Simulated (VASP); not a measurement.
# SnSe (Pm-3m) in VASP: further runs

One crystal, SnSe, is run at these levels: PBEsol; tasks: relaxation of the atoms.

All numbers are computed with VASP 6.6.1; they aren't measurements. Logs are shortened: lines on timing, memory, paths and dates and some standing lists are left out, and cuts for length are marked.

### Step 1. The structure

It takes space group Pm-3m (No. 221, cubic). Conventional cell: a = 3.607 Å, b = 3.607 Å, c = 3.607 Å, α = 90.00°, β = 90.00°, γ = 90.00°. Sn (site symmetry m-3m) is surrounded by 8 Se at 3.12 Å. Se (site symmetry m-3m) is surrounded by 8 Sn at 3.12 Å.

Measurements of this composition are mostly on another form, of space group No. 62.

### Step 2. Relaxation of the atoms, PBEsol (a relaxed cell with its volume scaled by 0.96)

INCAR reads:

```
SYSTEM = SnSe
ALGO = Fast ; EDIFF = 1E-7
EDIFFG = -0.01 ; ENCUT = 600
GGA = PS ; IBRION = 2
ISIF = 2 ; ISMEAR = 0
LASPH = .True. ; LCHARG = .False.
LREAL = .False. ; LWAVE = .False.
NELM = 80 ; NSW = 40
PREC = Accurate ; SIGMA = 0.03
```

KPOINTS reads:

```
k-points
0
Gamma
  8 8 8
  0 0 0
```

POSCAR reads:

```
SnSe                                    
1.0
    3.5580932986      0.0000000000      0.0000000000
    0.0000000000      3.5580932986      0.0000000000
    0.0000000000      0.0000000000      3.5580932986
  Sn              Se            
     1     1
Direct
     0.5000000000000000    0.5000000000000000    0.5000000000000000
     0.0000000000000000    0.0000000000000000    0.0000000000000000
```

Potentials or basis: VASP PAW PBE potentials, release 64 (Sn_d, Se).

Command:

```bash
cat potpaw_PBE.64/Sn_d/POTCAR potpaw_PBE.64/Se/POTCAR > POTCAR
mpirun -np 1 vasp_std > vasp.out
```

OUTCAR:

```text
SYSTEM = SnSe
   EDIFF = 1E-7
   EDIFFG = -0.01
   ENCUT = 600
   GGA = PS
   IBRION = 2
   ISIF = 2
   ISMEAR = 0
   LASPH = .True.
   LREAL = .False.
   NELM = 80
   NSW = 40
   PREC = Accurate

 ion  position               nearest neighbor table
   1  0.500  0.500  0.500-   2 3.08   2 3.08   2 3.08   2 3.08   2 3.08   2 3.08   2 3.08   2 3.08

   2  0.000  0.000  0.000-   1 3.08   1 3.08   1 3.08   1 3.08   1 3.08   1 3.08   1 3.08   1 3.08

  LATTYP: Found a simple cubic cell.
 ALAT       =     3.5580932986

  Lattice vectors:

 A1 = (   3.5580932986,   0.0000000000,   0.0000000000)
 A2 = (   0.0000000000,   3.5580932986,   0.0000000000)
 A3 = (   0.0000000000,   0.0000000000,   3.5580932986)

Analysis of symmetry for initial positions (statically):
=====================================================================
 Subroutine PRICEL returns:
 Original cell was already a primitive cell.

 Routine SETGRP: Setting up the symmetry group for a
 simple cubic supercell.

 Subroutine GETGRP returns: Found 48 space group operations
 (whereof 48 operations were pure point group operations)
 out of a pool of 48 trial point group operations.

The static configuration has the point symmetry O_h .

Analysis of symmetry for dynamics (positions and initial velocities):
=====================================================================
 Subroutine PRICEL returns:
 Original cell was already a primitive cell.

 Routine SETGRP: Setting up the symmetry group for a
 simple cubic supercell.

 Subroutine GETGRP returns: Found 48 space group operations
 (whereof 48 operations were pure point group operations)
 out of a pool of 48 trial point group operations.

The dynamic configuration has the point symmetry O_h .

 Subroutine INISYM returns: Found 48 space group operations
 (whereof 48 operations are pure point group operations),
 and found     1 'primitive' translations

----------------------------------------------------------------------------------------

                                     Primitive cell

  volume of cell :      45.0456

  direct lattice vectors                    reciprocal lattice vectors
     3.558093299  0.000000000  0.000000000     0.281049404  0.000000000  0.000000000
     0.000000000  3.558093299  0.000000000     0.000000000  0.281049404  0.000000000
     0.000000000  0.000000000  3.558093299     0.000000000  0.000000000  0.281049404

  length of vectors
     3.558093299  3.558093299  3.558093299     0.281049404  0.281049404  0.281049404

  position of ions in fractional coordinates (direct lattice)
     0.500000000  0.500000000  0.500000000
     0.000000000  0.000000000  0.000000000

  ion indices of the primitive-cell ions
   primitive index   ion index
                 1           1
                 2           2

----------------------------------------------------------------------------------------

 KPOINTS: k-points

Automatic generation of k-mesh.
 Grid dimensions read from file:
 generate k-points for:    8    8    8

 Generating k-lattice:

  Cartesian coordinates                     Fractional coordinates (reciprocal lattice)
     0.035131175  0.000000000  0.000000000     0.125000000  0.000000000  0.000000000
     0.000000000  0.035131175  0.000000000     0.000000000  0.125000000  0.000000000
     0.000000000  0.000000000  0.035131175     0.000000000  0.000000000  0.125000000

  Length of vectors
     0.035131175  0.035131175  0.035131175

  Shift w.r.t. Gamma in fractional coordinates (k-lattice)
     0.000000000  0.000000000  0.000000000

 Subroutine IBZKPT returns following result:
 ===========================================

 Found     35 irreducible k-points:

 Following reciprocal coordinates:
            Coordinates               Weight
  0.000000  0.000000  0.000000      1.000000
  0.125000  0.000000  0.000000      6.000000
  0.250000  0.000000  0.000000      6.000000
  0.375000  0.000000  0.000000      6.000000
  0.500000  0.000000  0.000000      3.000000
  0.125000  0.125000  0.000000     12.000000
[... 16 lines left out ...]
  0.375000  0.375000  0.125000     24.000000
  0.500000  0.375000  0.125000     24.000000
 [... further k-points ...]
   k-points           NKPTS =     35   k-points in BZ     NKDIM =     35   number of bands    NBANDS=     14
   number of dos      NEDOS =    301   number of ions     NIONS =      2
   total plane-waves  NPLWV =  21952
   dimension x,y,z NGX =    28 NGY =   28 NGZ =   28
   dimension x,y,z NGXF=    56 NGYF=   56 NGZF=   56
   ions per type =               1   1
   NGX,Y,Z   is equivalent  to a cutoff of  13.08, 13.08, 13.08 a.u.
   NGXF,Y,Z  is equivalent  to a cutoff of  26.17, 26.17, 26.17 a.u.
 SYSTEM =  SnSe
   PREC   = accura    normal or accurate (medium, high low for compatibility)
   ISTART =      0    job   : 0-new  1-cont  2-samecut
   ICHARG =      2    charge: 1-file 2-atom 10-const
   ISPIN  =      1    spin polarized calculation?
   LNONCOLLINEAR =      F non collinear calculations
   LSORBIT =      F    spin-orbit coupling
   LASPH  =      T    aspherical Exc in radial PAW
   ENCUT  =  600.0 eV  44.10 Ry    6.64 a.u.   7.11  7.11  7.11*2*pi/ulx,y,z
   NELM   =     80;   NELMIN=  2; NELMDL= -5     # of ELM steps
   EDIFF  = 0.1E-06   stopping-criterion for ELM
   LREAL  =      F    real-space projection
   EDIFFG = -.1E-01   stopping-criterion for IOM
   NSW    =     40    number of steps for IOM
   IBRION =      2    ionic relax: 0-MD 1-quasi-New 2-CG
   NFREE  =      1    steps in history (QN), initial steepest desc. (CG)
   ISIF   =      2    stress and relaxation
   ISYM   =      2    0-nonsym 1-usesym 2-fastsym
   POTIM  = 0.5000    time-step for ionic-motion
   TEBEG  =    0.0;   TEEND  =   0.0 temperature during run
   PSTRESS=    0.0 pullay stress
   NELECT =      20.0000    total number of electrons
   NUPDOWN=      -1.0000    fix difference up-down
   EMIN   =  10.00;   EMAX   =-10.00  energy-range for DOS
   EFERMI =   0.00;   METHOD = LEGACY
   ISMEAR =     0;   SIGMA  =   0.03  broadening in eV -4-tet -1-fermi 0-gaus
   EFERMI_NEDOS =   21; number of points for ismear=-14 and -15
   IALGO  =     68    algorithm
   IMIX   =      4    mixing-type and parameters
     AMIX     =   0.40;   BMIX     =  1.00
     AMIX_MAG =   1.60;   BMIX_MAG =  1.00
  volume/ion in A,a.u.               =      22.52       151.99
  Fermi-wavevector in a.u.,A,eV,Ry     =   1.248919  2.360114 21.222339  1.559798
  Thomas-Fermi vector in A             =   2.382983
   LORBIT       =      0    0 simple, 1 ext, 2 COOP (PROOUT), +10 PAW based schemes
   GGA     = PS    functional components
   LHFCALC =     F    Hartree Fock is set to
   AEXX    =    0.0000 exact exchange contribution
   IVDW    =     0    specifies the selected vdW correction
   LEPSILON=     F    determine dielectric tensor
   LRPA    =     F    only Hartree local field effects (RPA)
 conjugate gradient relaxation of ions
 non-spin polarized calculation
 RMM-DIIS sequential band-by-band and
 Gauss-broadening in eV      SIGMA  =   0.03
  energy-cutoff  :      600.00
  volume of cell :       45.05
 maximum number of plane-waves:      1516
   NGX = 15   NGY = 15   NGZ = 15

 number of electron      20.0000014 magnetization

 Free energy of the ion-electron system (eV)
  ---------------------------------------------------
  ext. energy  EPLUGINS =         0.00000000
  ---------------------------------------------------
  free energy    TOTEN  =        -8.53156723 eV

  energy without entropy =       -8.53137706  energy(sigma->0) =       -8.53147215

 E-fermi :   7.2764     XC(G=0): -10.7999

 val. band max:        7.2373399866   @ k =   0.2500   0.2500   0.1250
 cond. band min:       7.3751923892   @ k =   0.3750   0.1250   0.0000
 fundamental gap:      0.1378524026
 Fermi energy:         7.2764099362

 k-point     1 :       0.0000    0.0000    0.0000
  band No.  band energies     occupation
      1     -14.1961      2.00000
      2     -14.1961      2.00000
      3     -14.0931      2.00000
      4     -14.0931      2.00000
      5     -14.0931      2.00000
      6      -7.1425      2.00000
      7       1.7639      2.00000
      8       5.1308      2.00000
      9       5.1308      2.00000
     10       5.1308      2.00000
     11      11.4016      0.00000
     12      11.4016      0.00000
     13      14.0330      0.00000
     14      14.0330      0.00000

 k-point     2 :       0.1250    0.0000    0.0000
  band No.  band energies     occupation
      1     -14.1955      2.00000
      2     -14.1837      2.00000
      3     -14.0975      2.00000
      4     -14.0975      2.00000
      5     -14.0928      2.00000
      6      -7.0087      2.00000
      7       1.2155      2.00000
      8       5.2244      2.00000
      9       5.2854      2.00000
     10       5.2854      2.00000
     11      11.5570      0.00000
     12      11.8784      0.00000
     13      13.5011      0.00000
     14      13.5218      0.00000

 k-point     3 :       0.2500    0.0000    0.0000
  band No.  band energies     occupation
      1     -14.1938      2.00000
      2     -14.1537      2.00000
      3     -14.1080      2.00000
      4     -14.1080      2.00000
      5     -14.0918      2.00000
      6      -6.6372      2.00000
      7      -0.0019      2.00000
      8       5.6345      2.00000
      9       5.7166      2.00000
     10       5.7166      2.00000
     11      10.8693      0.00000
     12      12.0272      0.00000
     13      12.2745      0.00000
     14      12.2745      0.00000
[... 324 lines left out ...]
 k-point    23 :       0.3750    0.3750    0.1250
  band No.  band energies     occupation
      1     -14.1577      2.00000
      2     -14.1429      2.00000
      3     -14.1204      2.00000
      4     -14.1194      2.00000
      5     -14.0806      2.00000
      6      -5.2650      2.00000
      7       0.0515      2.00000
      8       2.1540      2.00000
      9       4.1894      2.00000
     10       6.0030      2.00000
     11       9.5618      0.00000
     12      10.7908      0.00000
     13      11.7793      0.00000
     14      15.3457      0.00000

 k-point    24 :       0.5000    0.3750    0.1250
  band No.  band energies     occupation
      1     -14.1643      2.00000
      2     -14.1400      2.00000
      3     -14.1242      2.00000
      4     -14.1190      2.00000
      5     -14.0700      2.00000
      6      -5.0923      2.00000
      7       0.1777      2.00000
      8       2.2467      2.00000
      9       3.1836      2.00000
     10       6.2392      2.00000
     11       9.6605      0.00000
     12      10.5625      0.00000
     13      11.9354      0.00000
     14      14.9867      0.00000

 [... further k-points ...]

------------------------ aborting loop because EDIFF is reached ----------------------------------------

  FORCE on cell =-STRESS in cart. coord.  units (eV):
  Direction    XX          YY          ZZ          XY          YZ          ZX
  --------------------------------------------------------------------------------------
  -------------------------------------------------------------------------------------
  Total        0.7954057      0.7954057      0.7954057      0.0000000     -0.0000000      0.0000000
  in kB       28.2909336     28.2909336     28.2909336      0.0000000     -0.0000000      0.0000000
  external PRESSURE =      28.2909336 kB  Pullay stress =       0.0000000 kB

 VOLUME and BASIS-vectors are now :
 -----------------------------------------------------------------------------
  energy-cutoff  :      600.00
  volume of cell :       45.05
      direct lattice vectors                 reciprocal lattice vectors
     3.558093299  0.000000000  0.000000000     0.281049404  0.000000000  0.000000000
     0.000000000  3.558093299  0.000000000     0.000000000  0.281049404  0.000000000
     0.000000000  0.000000000  3.558093299     0.000000000  0.000000000  0.281049404

 POSITION                                       TOTAL-FORCE (eV/Angst)
 -----------------------------------------------------------------------------------
      1.77905      1.77905      1.77905         0.000000      0.000000      0.000000
      0.00000      0.00000      0.00000         0.000000      0.000000      0.000000
 -----------------------------------------------------------------------------------
    total drift:                                0.000000      0.000000      0.000000

  FREE ENERGIE OF THE ION-ELECTRON SYSTEM (eV)
  ---------------------------------------------------
  free  energy   TOTEN  =        -8.5315672318 eV

  energy  without entropy=       -8.5313770621  energy(sigma->0) =       -8.53147215

 reached required accuracy - stopping structural energy minimisation
```

Wall time 15 s (1 thread of Intel Xeon Platinum 8488C (Sapphire Rapids), shared host); peak memory 0.17 GiB.

Results:

- Free energy: -8.5316 eV
- Pressure after relaxing: 2.8 GPa
- Band gap on the k mesh: none (metal or under the smearing width)

Final structure:
```
Sn Se
1.0
     3.55809    0.00000    0.00000
     0.00000    3.55809    0.00000
     0.00000    0.00000    3.55809
Sn Se
1 1
Direct
  0.50000 0.50000 0.50000
  0.00000 0.00000 0.00000
```

Levels at points of the mesh, in eV from the Fermi level:
```
           k point  band 8  band 9  band 10  band 11  band 12  band 13
(0.00, 0.00, 0.00)   -2.15   -2.15    -2.15     4.13     4.13     6.76
(0.50, 0.00, 0.00)   -0.68   -0.68    -0.04     0.77     3.21     3.21
(0.50, 0.50, 0.00)   -5.66   -5.66    -0.21     4.43     4.43     5.19
(0.50, 0.50, 0.50)   -3.43   -3.43    -3.43    -1.45    -1.45    -1.45
```

Caveat: the relaxation stopped at its first step, so nothing moved; the PAW data sets were made with another functional, which shifts forces and pressure a little.

### Step 3. Relaxation of the atoms, PBEsol (a relaxed cell with its volume scaled by 0.98)

INCAR is that of step 2.

KPOINTS is that of step 2.

POSCAR reads:

```
SnSe                                    
1.0
    3.5826326485      0.0000000000      0.0000000000
    0.0000000000      3.5826326485      0.0000000000
    0.0000000000      0.0000000000      3.5826326485
  Sn              Se            
     1     1
Direct
     0.5000000000000000    0.5000000000000000    0.5000000000000000
     0.0000000000000000    0.0000000000000000    0.0000000000000000
```

Potentials or basis: VASP PAW PBE potentials, release 64 (Sn_d, Se).

Command:

```bash
cat potpaw_PBE.64/Sn_d/POTCAR potpaw_PBE.64/Se/POTCAR > POTCAR
mpirun -np 1 vasp_std > vasp.out
```

OUTCAR:

```text
SYSTEM = SnSe
   EDIFF = 1E-7
   EDIFFG = -0.01
   ENCUT = 600
   GGA = PS
   IBRION = 2
   ISIF = 2
   ISMEAR = 0
   LASPH = .True.
   LREAL = .False.
   NELM = 80
   NSW = 40
   PREC = Accurate

 ion  position               nearest neighbor table
   1  0.500  0.500  0.500-   2 3.10   2 3.10   2 3.10   2 3.10   2 3.10   2 3.10   2 3.10   2 3.10

   2  0.000  0.000  0.000-   1 3.10   1 3.10   1 3.10   1 3.10   1 3.10   1 3.10   1 3.10   1 3.10

  LATTYP: Found a simple cubic cell.
[... 604 lines left out ...]

  FORCE on cell =-STRESS in cart. coord.  units (eV):
  Direction    XX          YY          ZZ          XY          YZ          ZX
  --------------------------------------------------------------------------------------
  -------------------------------------------------------------------------------------
  Total        0.3710513      0.3710513      0.3710513      0.0000000      0.0000000     -0.0000000
  in kB       12.9281907     12.9281907     12.9281907      0.0000000      0.0000000     -0.0000000
  external PRESSURE =      12.9281907 kB  Pullay stress =       0.0000000 kB

 VOLUME and BASIS-vectors are now :
 -----------------------------------------------------------------------------
  energy-cutoff  :      600.00
  volume of cell :       45.98
      direct lattice vectors                 reciprocal lattice vectors
     3.582632649  0.000000000  0.000000000     0.279124347  0.000000000  0.000000000
     0.000000000  3.582632649  0.000000000     0.000000000  0.279124347  0.000000000
     0.000000000  0.000000000  3.582632649     0.000000000  0.000000000  0.279124347

 POSITION                                       TOTAL-FORCE (eV/Angst)
 -----------------------------------------------------------------------------------
      1.79132      1.79132      1.79132         0.000000      0.000000      0.000000
      0.00000      0.00000      0.00000         0.000000      0.000000      0.000000
 -----------------------------------------------------------------------------------
    total drift:                                0.000000      0.000000      0.000000

  FREE ENERGIE OF THE ION-ELECTRON SYSTEM (eV)
  ---------------------------------------------------
  free  energy   TOTEN  =        -8.5436055695 eV

  energy  without entropy=       -8.5434052654  energy(sigma->0) =       -8.54350542

 reached required accuracy - stopping structural energy minimisation
```

OSZICAR:

```text
N       E                     dE             d eps       ncg     rms          rms(c)
DAV:   1     0.126100087740E+03    0.12610E+03   -0.11444E+04   986   0.209E+03
DAV:   2     0.203139049245E+01   -0.12407E+03   -0.12212E+03  1058   0.412E+02
DAV:   3    -0.849369113273E+01   -0.10525E+02   -0.10255E+02  1220   0.972E+01
DAV:   4    -0.874026783925E+01   -0.24658E+00   -0.24650E+00  1100   0.165E+01
DAV:   5    -0.874593970863E+01   -0.56719E-02   -0.56718E-02  1354   0.262E+00    0.315E+00
RMM:   6    -0.855201484593E+01    0.19392E+00   -0.24429E-01  1056   0.388E+00    0.192E+00
RMM:   7    -0.854560788232E+01    0.64070E-02   -0.46572E-02  1016   0.129E+00    0.957E-01
RMM:   8    -0.854350628517E+01    0.21016E-02   -0.61488E-03  1088   0.102E+00    0.613E-02
RMM:   9    -0.854355513724E+01   -0.48852E-04   -0.13981E-03  1121   0.384E-01    0.490E-02
RMM:  10    -0.854359637516E+01   -0.41238E-04   -0.37892E-04  1233   0.248E-01    0.207E-02
RMM:  11    -0.854360441971E+01   -0.80445E-05   -0.81077E-05  1283   0.954E-02    0.117E-02
RMM:  12    -0.854360575539E+01   -0.13357E-05   -0.13122E-05  1244   0.380E-02    0.792E-03
RMM:  13    -0.854360558819E+01    0.16719E-06   -0.32173E-06  1133   0.177E-02    0.955E-04
RMM:  14    -0.854360556952E+01    0.18673E-07   -0.54606E-07   843   0.724E-03
   1 F= -.85436056E+01 E0= -.85435054E+01  d E =-.854361E+01
```

CONTCAR:

```text
SnSe
   1.00000000000000
     3.5826326485000002    0.0000000000000000    0.0000000000000000
     0.0000000000000000    3.5826326485000002    0.0000000000000000
     0.0000000000000000    0.0000000000000000    3.5826326485000002
  Sn              Se
     1     1
Direct
     0.5000000000000000    0.5000000000000000    0.5000000000000000
     0.0000000000000000    0.0000000000000000    0.0000000000000000

  0.00000000E+00  0.00000000E+00  0.00000000E+00
  0.00000000E+00  0.00000000E+00  0.00000000E+00
```

Wall time 20 s (1 thread of Intel Xeon Platinum 8488C (Sapphire Rapids), shared host); peak memory 0.18 GiB.

What came out:

| Quantity | Value |
| --- | --- |
| Free energy | -8.5436 eV |
| Pressure after relaxing | 1.3 GPa |
| Band gap on the k mesh | none (metal or under the smearing width) |

Final structure:
```
CELL_PARAMETERS angstrom
3.58263 0.00000 0.00000
0.00000 3.58263 0.00000
0.00000 0.00000 3.58263
ATOMIC_POSITIONS crystal
Sn 0.50000 0.50000 0.50000
Se 0.00000 0.00000 0.00000
```

Levels at points of the mesh, in eV from the Fermi level:
```tsv
k point	band 6	band 7	band 8	band 9	band 10	band 11	band 12	band 13	band 14
(0.00, 0.00, 0.00)	-14.23	-5.54	-2.06	-2.06	-2.06	4.20	4.20	6.63	6.63
(0.50, 0.00, 0.00)	-13.04	-8.80	-0.63	-0.63	-0.04	0.72	3.21	3.21	6.18
(0.50, 0.50, 0.00)	-12.20	-6.16	-5.49	-5.49	-0.17	4.38	4.38	5.12	6.57
(0.50, 0.50, 0.50)	-11.73	-4.30	-3.31	-3.31	-3.31	-1.34	-1.34	-1.34	14.82
```

Caveat: the relaxation stopped at its first step, so nothing moved; the PAW data sets were made with another functional, which shifts forces and pressure a little.

(Part 1 of 2 ends here.)
